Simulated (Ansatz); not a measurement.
What DFT gives for Al2ZnO4

```yaml
crystal:
  lattice:
    - [0.00000, 4.05351, 4.05351]
    - [4.05351, 0.00000, 4.05351]
    - [4.05351, 4.05351, 0.00000]
  atoms:
    - { symbol: Zn, position: [0.12500, 0.12500, 0.12500] }
    - { symbol: Zn, position: [0.87500, 0.87500, 0.87500] }
    - { symbol: Al, position: [0.50000, 0.50000, 0.50000] }
    - { symbol: Al, position: [0.00000, 0.50000, 0.50000] }
    - { symbol: Al, position: [0.50000, 0.50000, 0.00000] }
    - { symbol: Al, position: [0.50000, 0.00000, 0.50000] }
    - { symbol: O, position: [0.26400, 0.26400, 0.26400] }
    - { symbol: O, position: [0.29200, 0.73600, 0.73600] }
    - { symbol: O, position: [0.26400, 0.26400, 0.70800] }
    - { symbol: O, position: [0.73600, 0.29200, 0.73600] }
    - { symbol: O, position: [0.70800, 0.26400, 0.26400] }
    - { symbol: O, position: [0.73600, 0.73600, 0.73600] }
    - { symbol: O, position: [0.26400, 0.70800, 0.26400] }
    - { symbol: O, position: [0.73600, 0.73600, 0.29200] }
```

Single point in Ansatz 0.2.0 with r2SCAN, no spin polarisation. Cutoff 500 eV, PAW datasets, 6×6×6 Γ-centred k mesh, fermi-dirac filling (width 0.1 eV).

(1) Is the cell too large or too small?

(2) What do density and ELF say about some of the short contacts?

(3) Which orbitals make up the band edges?

(4) What is the band gap?

(5) Where is the largest force?

(6) Give the Bader charges.

(7) What is the formation energy?

Origin: a database entry at a rescaled volume.

## Answers

(1) The pressure is -2.3 GPa (compression positive), so with the atoms held at these fractions the cell would first shrink.

(2) Zn–O at 1.95 Å: least valence density 0.61 e/Å³ and ELF 0.18 there. Al–O at 1.92 Å is left out, since its least density falls inside a PAW sphere. These are pseudo-fields; inside the PAW spheres they differ from the all-electron ones.

(3) Within 0.7 eV of the edges, the states project mainly on O p (81 %) and Zn d (16 %) below the gap and on Zn s (39 %), O s (29 %) and Al s (15 %) above it.

(4) The gap is 4.70 eV, direct at the points sampled.

(5) The largest is on O11 (and as large on other atoms): 0.12 eV/Å, components (0.07, -0.07, -0.07). It makes 60° with the line to a nearest neighbour, Al3 at 1.92 Å.

(6) Bader charges in e: Al +2.58, Zn +1.33, O -1.63. In the mean Al gives up most and O takes most.

(7) -2.90 eV an atom against the elements' usual phases (free molecules for gases, crystals otherwise, with no correction for O₂ or N₂), so it is bound against them; other compounds may still compete. Relaxing would lower it.
